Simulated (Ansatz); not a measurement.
Sb in Ansatz: the effect of functional

The system is Sb.

```
Sb
1.0
     0.17336    2.38853    2.49587
     2.41731    0.06469    2.60454
     2.32045    2.40035    0.16154
Sb
1
Direct
  0.00000 0.00000 0.00000
```

This isn't the form of Sb at room conditions, which is rhombohedral.

The cell isn't the ideal one: cell sheared at random, sigma 0.03, atoms nudged by 0.01 Å.

Alike in all runs:

```yaml
Program: Ansatz 0.2.0
Task: projected density of states
Potentials_or_basis: Ansatz PAW
k_mesh: 6 × 6 × 6
Occupations: fermi-dirac, width 0.05 eV
Spin: no spin polarisation
```

Question: One run gave: pressure -1.5 GPa. Which functional did it use?
A. LDA
B. r2SCAN0
C. PBEsol
D. PBE0
E. r2SCAN

Answer: A.

```csv
functional,cutoff,pressure (GPa)
LDA,420 eV (not typed: the program's choice for these potentials),-1.5
PBEsol,420 eV (not typed: the program's choice for these potentials),-0.3
r2SCAN,500 eV (not typed: the program's choice for these potentials),2.2
HSE06,420 eV (not typed: the program's choice for these potentials),0.7
PBE0,420 eV (not typed: the program's choice for these potentials),0.6
r2SCAN0,500 eV (not typed: the program's choice for these potentials),0.5
```

Caveats: all runs use coarse meshes; the PAW data sets come from PBE, with cores solved anew for the run's functional, which leaves a small shift of forces and pressure; the density of states is complete only up to the lowest level of the last band computed; the thresholds are loose for stress (some runs).
